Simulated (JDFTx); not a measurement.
A run of JDFTx 1.7.0 (patched build):

Contents of bands.in:

```
lattice \
    1.2511217832    -1.2511217832     0.0000000000 \
    0.7223354983     0.7223354983    -1.4446709966 \
    3.3729344033     3.3729344033     3.3729344033
latt-scale 1.889726124626 1.889726124626 1.889726124626
coords-type Lattice
ion N      0.6672382000     0.6672382000     0.6672382000 1
ion B      0.0003288000     0.0003288000     0.0003288000 1

ion-species pseudo/N.upf
ion-species pseudo/B.upf
elec-cutoff 50 400
elec-ex-corr lda-PW
elec-smearing Fermi 0.0018374661
elec-n-bands 9
electronic-minimize nIterations 30 energyDiffThreshold 1e-06
davidson-band-ratio 1.3
forces-output-coords Cartesian
include path.kpoints
symmetries none
fix-electron-density run.$VAR

dump-name bands.$VAR
dump End Ecomponents EigStats BandEigs Kpoints Forces
```

Contents of path.kpoints:

```
kpoint +0.0000000000 +0.0000000000 +0.0000000000 0.020000000000
kpoint +0.0714285714 +0.0000000000 +0.0000000000 0.020000000000
kpoint +0.1428571429 +0.0000000000 +0.0000000000 0.020000000000
kpoint +0.2142857143 +0.0000000000 +0.0000000000 0.020000000000
kpoint +0.2857142857 +0.0000000000 +0.0000000000 0.020000000000
kpoint +0.3571428571 +0.0000000000 +0.0000000000 0.020000000000
kpoint +0.4285714286 +0.0000000000 +0.0000000000 0.020000000000
kpoint +0.5000000000 +0.0000000000 +0.0000000000 0.020000000000
kpoint +0.5000000000 +0.0493104941 -0.0493104941 0.020000000000
kpoint +0.5000000000 +0.0986209883 -0.0986209883 0.020000000000
kpoint +0.5000000000 +0.1479314824 -0.1479314824 0.020000000000
kpoint +0.5000000000 +0.1972419765 -0.1972419765 0.020000000000
kpoint +0.8027580235 +0.5000000000 +0.1972419765 0.020000000000
kpoint +0.7595068773 +0.5000000000 +0.2404931227 0.020000000000
kpoint +0.7162557310 +0.5000000000 +0.2837442690 0.020000000000
kpoint +0.6730045848 +0.5000000000 +0.3269954152 0.020000000000
kpoint +0.6297534386 +0.5000000000 +0.3702465614 0.020000000000
kpoint +0.5865022924 +0.5000000000 +0.4134977076 0.020000000000
kpoint +0.5432511462 +0.5000000000 +0.4567488538 0.020000000000
kpoint +0.5000000000 +0.5000000000 +0.5000000000 0.020000000000
kpoint +0.3750000000 +0.3750000000 +0.3750000000 0.020000000000
kpoint +0.2500000000 +0.2500000000 +0.2500000000 0.020000000000
kpoint +0.1250000000 +0.1250000000 +0.1250000000 0.020000000000
kpoint +0.0000000000 +0.0000000000 +0.0000000000 0.020000000000
kpoint +0.0387356654 +0.0000000000 -0.0387356654 0.020000000000
kpoint +0.0774713307 +0.0000000000 -0.0774713307 0.020000000000
kpoint +0.1162069961 +0.0000000000 -0.1162069961 0.020000000000
kpoint +0.1549426615 +0.0000000000 -0.1549426615 0.020000000000
kpoint +0.1936783268 +0.0000000000 -0.1936783268 0.020000000000
kpoint +0.2324139922 +0.0000000000 -0.2324139922 0.020000000000
kpoint +0.2711496575 +0.0000000000 -0.2711496575 0.020000000000
kpoint +0.3098853229 +0.0000000000 -0.3098853229 0.020000000000
kpoint +0.3486209883 +0.0000000000 -0.3486209883 0.020000000000
kpoint +0.6513790117 +0.3486209883 +0.0000000000 0.020000000000
kpoint +0.6009193412 +0.3990806588 +0.0000000000 0.020000000000
kpoint +0.5504596706 +0.4495403294 +0.0000000000 0.020000000000
kpoint +0.5000000000 +0.5000000000 +0.0000000000 0.020000000000
kpoint +0.6513790117 +0.6513790117 +0.1972419765 0.020000000000
kpoint +0.6324566353 +0.6324566353 +0.2350867295 0.020000000000
kpoint +0.6135342588 +0.6135342588 +0.2729314824 0.020000000000
kpoint +0.5946118823 +0.5946118823 +0.3107762353 0.020000000000
kpoint +0.5756895059 +0.5756895059 +0.3486209883 0.020000000000
kpoint +0.5567671294 +0.5567671294 +0.3864657412 0.020000000000
kpoint +0.5378447529 +0.5378447529 +0.4243104941 0.020000000000
kpoint +0.5189223765 +0.5189223765 +0.4621552471 0.020000000000
kpoint +0.5000000000 +0.5000000000 +0.5000000000 0.020000000000
kpoint +0.5000000000 +0.0000000000 +0.0000000000 0.020000000000
kpoint +0.6009193412 +0.1162069961 +0.1162069961 0.020000000000
kpoint +0.7018386823 +0.2324139922 +0.2324139922 0.020000000000
kpoint +0.8027580235 +0.3486209883 +0.3486209883 0.020000000000
```

Potentials or basis: SG15-PBE-1.2 with smoothed tails.

The run is started by

```console
$ jdftx -c 1 -i bands.in -o bands.out
```

Hardware: 1 thread of AMD EPYC 9R45 96-Core Processor (Zen 5), on a shared host.

Problem. Estimate the wall time of this run.

Solution. Run time: 9.6 s on 1 thread of AMD EPYC 9R45 96-Core Processor (Zen 5) (shared host), peak memory 0.08 GiB. Counts: scf iterations 0, bands 9, plane waves 2082.
